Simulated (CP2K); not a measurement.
Runs of CP2K 2026.2 on Au. Symmetry: Fm-3m, No. 225, cubic system. Conventional cell: a = 4.070 Å, b = 4.070 Å, c = 4.070 Å, α = 90.00°, β = 90.00°, γ = 90.00°. Au (site symmetry m-3m) has 12 Au at 2.88 Å as nearest neighbours. 

```csv
task,level,potentials or basis,cell,smearing,EPS_DEFAULT,k points reduced by the point group,NGRIDS,potentials,points a segment of the path (NPOINTS),gap on the mesh (eV),pressure (GPa),V0 of scaled cells (Å³/atom),relaxed volume (Å³/atom),B0 (GPa)
equation of state,PBEsol,POTENTIAL_UZH Au GTH-PBE-q11; TZVP-MOLOPT-PBE-GTH basis,as given,fermi-dirac 0.05 eV,1.0E-10,yes,4,Au GTH-PBE-q11 of POTENTIAL_UZH,-,-,-,(a),-,170
single point,PBEsol,POTENTIAL_UZH Au GTH-PBE-q11; TZVP-MOLOPT-PBE-GTH basis,as given,fermi-dirac 0.05 eV,1.0E-10,yes,4,Au GTH-PBE-q11 of POTENTIAL_UZH,-,none,8.8,-,-,-
band structure,PBEsol,POTENTIAL_UZH Au GTH-PBE-q11; TZVP-MOLOPT-PBE-GTH basis,as given,fermi-dirac 0.05 eV,1.0E-10,yes,5,Au GTH-PBE-q11 of POTENTIAL_UZH,10,none,8.8,-,-,-
relaxation of cell and atoms,PBEsol,POTENTIAL_UZH Au GTH-PBE-q11; TZVP-MOLOPT-PBE-GTH basis,relaxed,fermi-dirac 0.05 eV,1.0E-10,-,5,Au GTH-PBE-q11 of POTENTIAL_UZH,-,none,0.0,-,17.64,-
relaxation of cell and atoms,LDA,GTH_POTENTIALS Au GTH-PADE-q11; TZVP-MOLOPT-PBE-GTH basis,relaxed,fermi-dirac 0.05 eV,1.0E-10,-,4,Au GTH-PADE-q11 of GTH_POTENTIALS,-,none,0.0,-,17.06,-
equation of state,LDA,GTH_POTENTIALS Au GTH-PADE-q11; TZVP-MOLOPT-PBE-GTH basis,as given,fermi-dirac 0.0259 eV,1.0E-9,yes,4,Au GTH-PADE-q11 of GTH_POTENTIALS,-,-,-,(b),-,186
single point,PBEsol,POTENTIAL_UZH Au GTH-PBE-q11; TZVP-MOLOPT-PBE-GTH basis,cell strained at random at fixed volume,fermi-dirac 0.05 eV,1.0E-10,yes,5,Au GTH-PBE-q11 of POTENTIAL_UZH,-,none,9.0,-,-,-
```

Alike in all rows: no spin polarisation; k mesh 11 × 11 × 11.

Fill in the values left out.

(a) 17.64; (b) 17.07.

Caveats: with these potentials and basis sets, volumes of gold and of layered tellurides can stand 1.5 % and more from those of plane-wave programs; the basis of atomic orbitals isn't converged, which shifts pressures, moduli and gaps; the potentials were made for another functional, which shifts forces and pressure (some runs); the real-space grid breaks the cell's symmetry a little (some runs); spin-orbit coupling is left out, which moves the levels of the heavy elements (some runs).

A k mesh can miss the band edges, and the runs leave out spin-orbit coupling on Au.

A gap of «none» marks a metal or a gap under the smearing width.

Runs at the PBE level aren't shown here.
